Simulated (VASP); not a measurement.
# Si in VASP: one cell, several levels of theory

Si (diamond), under +4.0 % strain along x alone is computed at one geometry. Runs: PBE, r2SCAN.

Program: VASP 6.6.1. PAW datasets, plane waves. Spin-unpolarised throughout; all numbers are computed.

## 1. The cell

The cell comes from an earlier relaxation with r2SCAN in another program, then strained, with the atoms relaxed again.

It is tetragonal, I4_1/amd (No. 141); conventional cell a = 3.850 Å, c = 5.662 Å, 20.98 Å³ an atom. Near Si stand 4 Si at 2.39 Å.

Structure file:

```xyz
2
Lattice="0.0000 2.7221 2.7221 2.8310 0.0000 2.7221 2.8310 2.7221 0.0000" Properties=species:S:1:pos:R:3 pbc="T T T"
Si    0.0000    0.0000    0.0000
Si    1.4155    1.3611    1.3611
```

## 2. PBE

INCAR reads:

```
ENCUT = 520.000000
SIGMA = 0.020000
EDIFF = 1.00e-07
GGA = PE
PREC = Accurate
IBRION = -1
ISIF = 2
ISMEAR = -1
NBANDS = 11
NELM = 120
NSW = 0
LASPH = .TRUE.
LCHARG = .TRUE.
LELF = .TRUE.
LWAVE = .FALSE.
LREAL = .FALSE.
```

KPOINTS reads:

```
KPOINTS created by Atomic Simulation Environment
0
Gamma
8 8 8
0 0 0
```

KPOINTS_OPT reads:

```
special points
7
Reciprocal
0.0000000000 0.0000000000 0.0000000000 1
0.5000000000 0.0000000000 0.5000000000 1
0.6250000000 0.2500000000 0.6250000000 1
0.3750000000 0.3750000000 0.7500000000 1
0.5000000000 0.5000000000 0.5000000000 1
0.5000000000 0.2500000000 0.7500000000 1
0.4166670000 0.0000000000 0.4166670000 1
```

POSCAR reads:

```
Si
 1.0000000000000000
     0.0000000000000000    2.7221188957000000    2.7221188957000000
     2.8310036515000001    0.0000000000000000    2.7221188957000000
     2.8310036515000001    2.7221188957000000    0.0000000000000000
 Si
   2
Cartesian
  0.0000000000000000  0.0000000000000000  0.0000000000000000
  1.4155018257499998  1.3610594478499998  1.3610594478499998
```

Potentials: the recommended PBE PAW datasets, 8 valence electrons in the neutral cell.

Started as:

```console
mpirun -np 1 vasp_std
```

## 3. r2SCAN

INCAR reads:

```
ENCUT = 520.000000
SIGMA = 0.010000
EDIFF = 1.00e-07
ALGO = Normal
METAGGA = R2SCAN
PREC = Accurate
IBRION = -1
ISIF = 2
ISMEAR = 0
NBANDS = 11
NELM = 120
NSW = 0
LASPH = .TRUE.
LCHARG = .TRUE.
LELF = .TRUE.
LWAVE = .FALSE.
LREAL = .FALSE.
```

KPOINTS is that of step 2.

KPOINTS_OPT is that of step 2.

POSCAR is that of step 2.

**Question.** What will these runs give? Wanted: for each run, gap; pressure.

As calculated:

| level | gap (eV) | pressure (GPa) |
| --- | --- | --- |
| PBE | 0.45 | -2.21 |
| r2SCAN | 0.63 | -3.75 |

In words: The gap spans 0.45 eV (PBE) to 0.63 eV (r2SCAN). At this one volume the pressure spans -3.7 GPa (r2SCAN) to -2.2 GPa (PBE): PBE wants the largest cell and r2SCAN the smallest.
